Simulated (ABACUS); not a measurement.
# Sn (I4_1/amd) in ABACUS: further runs

Runs on Sn. Level: PBE. Tasks: equation of state.

Program: ABACUS 3.10.1. These are calculated values, not measurements. Logs are shortened: lines on timing, memory, paths and dates and some standing lists are left out, and cuts for length are marked.

### Step 1. The structure

Symmetry: I4_1/amd, No. 141, tetragonal system. The conventional cell has a = 5.880 Å, b = 5.880 Å, c = 3.199 Å, α = 90.00°, β = 90.00°, γ = 90.00°. Around Sn (site symmetry -4m2) lie 6 Sn at 3.05 to 3.20 Å.

### Step 2. Equation of state, PBE, 25.99 Å³/atom (volume scaled by 0.94)

The input, INPUT:

```
INPUT_PARAMETERS
suffix              Sn
calculation         scf
basis_type          lcao
pseudo_dir          ./
orbital_dir         ./
symmetry            1
dft_functional      pbe
ecutwfc             100
pseudo_rcut         10
nspin               1
nbands              18
ks_solver           genelpa
smearing_method     fd
smearing_sigma      0.00367493
scf_thr             1e-07
scf_nmax            100
mixing_type         broyden
mixing_beta         0.7
cal_force           1
cal_stress          1
out_mul             1
```

The input, STRU:

```
ATOMIC_SPECIES
Sn 118.7100 Sn.upf

NUMERICAL_ORBITAL
Sn_confined-atom_8au_2s2p2d.orb

LATTICE_CONSTANT
1.8897261246

LATTICE_VECTORS
-2.8801207477 2.8801207477 1.5666540120
2.8801207477 -2.8801207477 1.5666540120
2.8801207477 2.8801207477 -1.5666540120

ATOMIC_POSITIONS
Direct

Sn
0.0
2
0.0000000000 0.0000000000 0.0000000000 1 1 1
0.7500000000 0.2500000000 0.5000000000 1 1 1
```

The input, KPT:

```
K_POINTS
0
Gamma
9 9 9 0 0 0
```

Potentials or basis: PseudoDojo NC SR 0.4.1 PBE standard, DZP LCAO (the cutoffs set its grid).

Command:

```
> OMP_NUM_THREADS=1 mpirun -np 4 abacus > log
```

running log:

```text
ABACUS v3.10.1

               Atomic-orbital Based Ab-initio Computation at UStc

 ------------------------------------------------------------------------------------

 READING GENERAL INFORMATION
                           global_out_dir = OUT.Sn/
                           global_in_card = INPUT
                               pseudo_dir = ./
                              orbital_dir = ./
                                    DSIZE = 4
                                    GSIZE = 1

 READING UNITCELL INFORMATION
                                    ntype = 1
                  lattice constant (Bohr) = 1.88973
              lattice constant (Angstrom) = 1

 READING ATOM TYPE 1
                               atom label = Sn
                      L=0, number of zeta = 2
                      L=1, number of zeta = 2
                      L=2, number of zeta = 2
             number of atom for this type = 2

                        TOTAL ATOM NUMBER = 2
DIRECT COORDINATES
    atom                   x                   y                   z     mag                  vx                  vy                  vz
taud_Sn1            0.0000000000        0.0000000000        0.0000000000  0.0000        0.0000000000        0.0000000000        0.0000000000
taud_Sn2            0.7500000000        0.2500000000        0.5000000000  0.0000        0.0000000000        0.0000000000        0.0000000000

                          Volume (Bohr^3) = 350.793
                             Volume (A^3) = 51.9821

 Lattice vectors: (Cartesian coordinate: in unit of a_0)
             -2.88012            +2.88012            +1.56665
             +2.88012            -2.88012            +1.56665
             +2.88012            +2.88012            -1.56665
 Reciprocal vectors: (Cartesian coordinate: in unit of 2 pi/a_0)
                   +0           +0.173604           +0.319152
            +0.173604                  +0           +0.319152
            +0.173604           +0.173604                  +0
 The esolver type has been set to : ksdft_lcao

                PAO radial cut off (Bohr) = 10

 Read in pseudopotential file is Sn.upf
                     pseudopotential type = NC
          exchange-correlation functional = PBE
                 nonlocal core correction = 1
                        valence electrons = 14
                                     lmax = 2
                           number of zeta = 3
                     number of projectors = 6
                           L of projector = 0
                           L of projector = 0
                           L of projector = 1
                           L of projector = 1
                           L of projector = 2
                           L of projector = 2
[... 173 lines left out ...]
   longest nonlocal projector rcut (Bohr) = 2.66
                     search radius (Bohr) = 21.3
              searching radius is (Bohr)) = 21.3
         searching radius unit is (Bohr)) = 1.89
                         PeriodicBoundary = 1
                        Radius(unit:lat0) = 11.3
                                   glayer = [ 6, 6, 4 ]
                             glayer_minus = [ 5, 5, 3 ]

Find the coordinate range of the input atom(unit:lat0).
                                  min_tau = [ -37.4, -37.4, -20.4 ]
                                  max_tau = [ 37.4, 40.3, 21.1 ]
                                BoxNumber = [ 11, 11, 7 ]

 SETUP EXTENDED REAL SPACE GRID FOR GRID INTEGRATION
                          real space grid = [ 54, 54, 54 ]
                 big cell numbers in grid = [ 27, 27, 27 ]
             meshcell numbers in big cell = [ 2, 2, 2 ]
                        extended fft grid = [ 42, 42, 29 ]
                dimension of extened grid = [ 112, 112, 86 ]
                            UnitCellTotal = 125
              Atom number in sub-FFT-grid = 2
    Local orbitals number in sub-FFT-grid = 36
                                ParaV.nnr = 18306
                                 init_chg = atomic

 LCAO ALGORITHM --------------- ION=   1  ELEC=   1--------------------------------

 Density error is 0.0176460146962
----------------------------------------------------------
     Energy           Rydberg                 eV
----------------------------------------------------------
 E_KohnSham     -315.2059069812      -4288.5963782018
 E_Harris       -316.0279892121      -4299.7813807678
 E_Fermi        0.8707034235         11.8465278271
----------------------------------------------------------
[... 69 lines left out ...]
 Density error is 8.25291968623e-09
----------------------------------------------------------
     Energy           Rydberg                 eV
----------------------------------------------------------
 E_KohnSham     -315.2066668944      -4288.6067173522
 E_KS(sigma->0) -315.2063980083      -4288.6030589691
 E_Harris       -315.2066662704      -4288.6067088622
 E_band         -10.2046660835       -138.8416049231
 E_one_elec     -93.8081961379       -1276.3259865764
 E_Hartree      66.9986497754        911.5633952525
 E_xc           -88.2351919928       -1200.5013752263
 E_Ewald        -200.1613907670      -2723.3354340358
 E_entropy(-TS) -0.0005377722        -0.0073167663
 E_descf        0.0000000000         0.0000000000
 E_exx          0.0000000000         0.0000000000
 E_Fermi        0.8668210120         11.7937049092
----------------------------------------------------------

 charge density convergence is achieved
 final etot is -4288.6067174 eV
 EFERMI = 11.793704909 eV

 STATE ENERGY(eV) AND OCCUPATIONS    NSPIN == 1
 1/75 kpoint (Cartesian) = 0.0000 0.0000 0.0000 (1501 pws)
       1       -10.0493     0.00274348
       2       -9.94508     0.00274348
       3       -9.90705     0.00274348
       4       -9.88598     0.00274348
       5       -9.71375     0.00274348
       6       -9.71375     0.00274348
[... 98 lines left out ...]
       5       -9.76335      0.0219479
       6       -9.75118      0.0219479
[... 10 lines left out ...]
      17        15.9897    7.85942e-39
      18        17.2302    1.31943e-49

[... levels at 69 further k points ...]

 correction force for each atom along direction 1 is 6.69885e-08
 correction force for each atom along direction 2 is -3.87476e-08
 correction force for each atom along direction 3 is 3.55789e-08
------------------------------------------------------------------------------------------
 TOTAL-FORCE (eV/Angstrom)
------------------------------------------------------------------------------------------
                       Sn1         0.0000000000         0.0000000000         0.0000000000
                       Sn2         0.0000000000         0.0000000000         0.0000000000
------------------------------------------------------------------------------------------

----------------------------------------------------------------
 TOTAL-STRESS (KBAR)
----------------------------------------------------------------
        66.1426067899         0.0000000000         0.0000000000
         0.0000000000        66.1426067899        -0.0000000000
        -0.0000000000         0.0000000000        55.3555289642
----------------------------------------------------------------
 TOTAL-PRESSURE: 62.546914 KBAR

 --------------------------------------------
 !FINAL_ETOT_IS -4288.6067173522478697 eV
 --------------------------------------------
```

stdout:

```text
ABACUS v3.10.1

               Atomic-orbital Based Ab-initio Computation at UStc

%%%%%%%%%%%%%%%%%%%%%%%%%%%%%%%%%%%%%%%%%%%%%%%%%%%%%%%%%%%%%%%%%%%%%%%%%%%%%%%%%%%%%%%%%%%%%%%%%%%%%%%%%
 Warning: the number of valence electrons in pseudopotential > 4 for Sn: [Kr] 4d10 5s2 5p2
[... 33 lines left out ...]
 TOTAL-STRESS (KBAR)
----------------------------------------------------------------
        66.1426067899         0.0000000000         0.0000000000
         0.0000000000        66.1426067899        -0.0000000000
        -0.0000000000         0.0000000000        55.3555289642
----------------------------------------------------------------
 TOTAL-PRESSURE: 62.546914 KBAR
```

Wall time 14 s (4 MPI ranks of Intel Xeon Platinum 8259CL at 2.50GHz (Skylake/Cascade Lake), shared host); peak memory 0.44 GiB.

Results:

| Quantity | Value |
| --- | --- |
| Free energy | -4288.6067 eV |
| Pressure | 6.3 GPa |
| Band gap on the k mesh | none (metal or under the smearing width) |

Caveat: the atomic orbitals were generated for these runs and aren't a published set; the basis of atomic orbitals isn't converged, which shifts pressures, moduli and gaps.

### Step 3. Equation of state, PBE, 26.54 Å³/atom (volume scaled by 0.96)

INPUT is that of step 2.

STRU: that of step 2 with these lines changed.

```diff
@@ -10,5 +10,5 @@
 LATTICE_VECTORS
--2.8801207477 2.8801207477 1.5666540120
-2.8801207477 -2.8801207477 1.5666540120
-2.8801207477 2.8801207477 -1.5666540120
+-2.9004039564 2.9004039564 1.5776871502
+2.9004039564 -2.9004039564 1.5776871502
+2.9004039564 2.9004039564 -1.5776871502
```

KPT is that of step 2.

Potentials or basis: PseudoDojo NC SR 0.4.1 PBE standard, DZP LCAO (the cutoffs set its grid).

Command:

```
> OMP_NUM_THREADS=1 mpirun -np 4 abacus > log
```

It took 16 s on 4 MPI ranks of Intel Xeon Platinum 8259CL at 2.50GHz (Skylake/Cascade Lake), shared host; peak memory 0.44 GiB.

Results (log left out):

- Free energy: -4288.6445 eV
- Pressure: 4.7 GPa
- Band gap on the k mesh: none (metal or under the smearing width)

Caveat: the atomic orbitals were generated for these runs and aren't a published set; the basis of atomic orbitals isn't converged, which shifts pressures, moduli and gaps.

### Step 4. Equation of state, PBE, 27.10 Å³/atom (volume scaled by 0.98)

INPUT is that of step 3.

STRU: that of step 3 with these lines changed.

```diff
@@ -10,5 +10,5 @@
 LATTICE_VECTORS
--2.9004039564 2.9004039564 1.5776871502
-2.9004039564 -2.9004039564 1.5776871502
-2.9004039564 2.9004039564 -1.5776871502
+-2.9204073745 2.9204073745 1.5885680951
+2.9204073745 -2.9204073745 1.5885680951
+2.9204073745 2.9204073745 -1.5885680951
```

KPT is that of step 3.

Command:

```
> OMP_NUM_THREADS=1 mpirun -np 4 abacus > log
```

Run time: 19 s. Hardware: 4 MPI ranks of Intel Xeon Platinum 8259CL at 2.50GHz (Skylake/Cascade Lake), shared host; peak memory 0.44 GiB.

Results (log left out):

```
Free energy            : -4288.6726 eV
Pressure               : 3.4 GPa
Band gap on the k mesh : none (metal or under the smearing width)
```

Caveat: the atomic orbitals were generated for these runs and aren't a published set; the basis of atomic orbitals isn't converged, which shifts pressures, moduli and gaps.

### Step 5. Equation of state, PBE, 27.65 Å³/atom

INPUT is that of step 4.

STRU: that of step 4 with these lines changed.

```diff
@@ -10,5 +10,5 @@
 LATTICE_VECTORS
--2.9204073745 2.9204073745 1.5885680951
-2.9204073745 -2.9204073745 1.5885680951
-2.9204073745 2.9204073745 -1.5885680951
+-2.9401404553 2.9401404553 1.5993019889
+2.9401404553 -2.9401404553 1.5993019889
+2.9401404553 2.9401404553 -1.5993019889
```

KPT is that of step 4.

Command:

```
> OMP_NUM_THREADS=1 mpirun -np 4 abacus > log
```

Wall time 20 s (4 MPI ranks of Intel Xeon Platinum 8259CL at 2.50GHz (Skylake/Cascade Lake), shared host); peak memory 0.44 GiB.

The run converged. Its results:

* Free energy: -4288.6917 eV
* Pressure: 2.2 GPa
* Band gap on the k mesh: none (metal or under the smearing width)

Caveat: the atomic orbitals were generated for these runs and aren't a published set; the basis of atomic orbitals isn't converged, which shifts pressures, moduli and gaps.

### Step 6. Equation of state, PBE, 28.20 Å³/atom (volume scaled by 1.02)

INPUT is that of step 5.

STRU: that of step 5 with these lines changed.

```diff
@@ -10,5 +10,5 @@
 LATTICE_VECTORS
--2.9401404553 2.9401404553 1.5993019889
-2.9401404553 -2.9401404553 1.5993019889
-2.9401404553 2.9401404553 -1.5993019889
+-2.9596121516 2.9596121516 1.6098937015
+2.9596121516 -2.9596121516 1.6098937015
+2.9596121516 2.9596121516 -1.6098937015
```

KPT is that of step 5.

Potentials or basis: PseudoDojo NC SR 0.4.1 PBE standard, DZP LCAO (the cutoffs set its grid).

Command:

```
> OMP_NUM_THREADS=1 mpirun -np 4 abacus > log
```

Wall time 15 s (4 MPI ranks of Intel Xeon Platinum 8259CL at 2.50GHz (Skylake/Cascade Lake), shared host); peak memory 0.44 GiB.

Results (log left out):

```
Free energy            : -4288.7029 eV
Pressure               : 1.1 GPa
Band gap on the k mesh : none (metal or under the smearing width)
```

Caveat: the atomic orbitals were generated for these runs and aren't a published set; the basis of atomic orbitals isn't converged, which shifts pressures, moduli and gaps.

### Step 7. Equation of state, PBE, 28.76 Å³/atom (volume scaled by 1.04)

INPUT is that of step 6.

STRU: that of step 6 with these lines changed.

```diff
@@ -10,5 +10,5 @@
 LATTICE_VECTORS
--2.9596121516 2.9596121516 1.6098937015
-2.9596121516 -2.9596121516 1.6098937015
-2.9596121516 2.9596121516 -1.6098937015
+-2.9788309508 2.9788309508 1.6203478496
+2.9788309508 -2.9788309508 1.6203478496
+2.9788309508 2.9788309508 -1.6203478496
```

KPT is that of step 6.

Command:

```
> OMP_NUM_THREADS=1 mpirun -np 4 abacus > log
```

Run time: 18 s. Hardware: 4 MPI ranks of Intel Xeon Platinum 8259CL at 2.50GHz (Skylake/Cascade Lake), shared host; peak memory 0.44 GiB.

It converged, with:

```yaml
Free_energy: -4288.7071 eV
Pressure: 0.1 GPa
Band_gap_on_the_k_mesh: none (metal or under the smearing width)
```

Caveat: the atomic orbitals were generated for these runs and aren't a published set; the basis of atomic orbitals isn't converged, which shifts pressures, moduli and gaps.

### Step 8. Equation of state, PBE, 29.31 Å³/atom (volume scaled by 1.06)

INPUT is that of step 7.

STRU: that of step 7 with these lines changed.

```diff
@@ -10,5 +10,5 @@
 LATTICE_VECTORS
--2.9788309508 2.9788309508 1.6203478496
-2.9788309508 -2.9788309508 1.6203478496
-2.9788309508 2.9788309508 -1.6203478496
+-2.9978049079 2.9978049079 1.6306688148
+2.9978049079 -2.9978049079 1.6306688148
+2.9978049079 2.9978049079 -1.6306688148
```

KPT is that of step 7.

Command:

```
> OMP_NUM_THREADS=1 mpirun -np 4 abacus > log
```

Run time: 14 s. Hardware: 4 MPI ranks of Intel Xeon Platinum 8259CL at 2.50GHz (Skylake/Cascade Lake), shared host; peak memory 0.44 GiB.

Results (log left out):

* Free energy: -4288.7048 eV
* Pressure: -0.7 GPa
* Band gap on the k mesh: none (metal or under the smearing width)

Caveat: the atomic orbitals were generated for these runs and aren't a published set; the basis of atomic orbitals isn't converged, which shifts pressures, moduli and gaps.

### Step 9. Equation of state, PBE

Potentials or basis: PseudoDojo NC SR 0.4.1 PBE standard, DZP LCAO (the cutoffs set its grid).

This step only gathers the single runs of the series.

What came out:

```
Equilibrium volume                        : 28.83 Å³/atom
Bulk modulus at fixed shape and positions : 47 GPa
Pressure derivative of the bulk modulus   : 4.7
```

Energy against volume, from the lowest point:
```
volume (Å³/atom)  energy (meV/atom)
          25.991              50.17
          26.544              31.26
          27.097              17.25
          27.650               7.69
          28.203               2.07
          28.756               0.00
          29.309               1.11
```

Caveat: the atomic orbitals were generated for these runs and aren't a published set; the cell was scaled at fixed shape and fractional positions, which overstates the stiffness of a crystal with free parameters, most of all of layers and chains; the basis of atomic orbitals isn't converged, which shifts pressures, moduli and gaps.
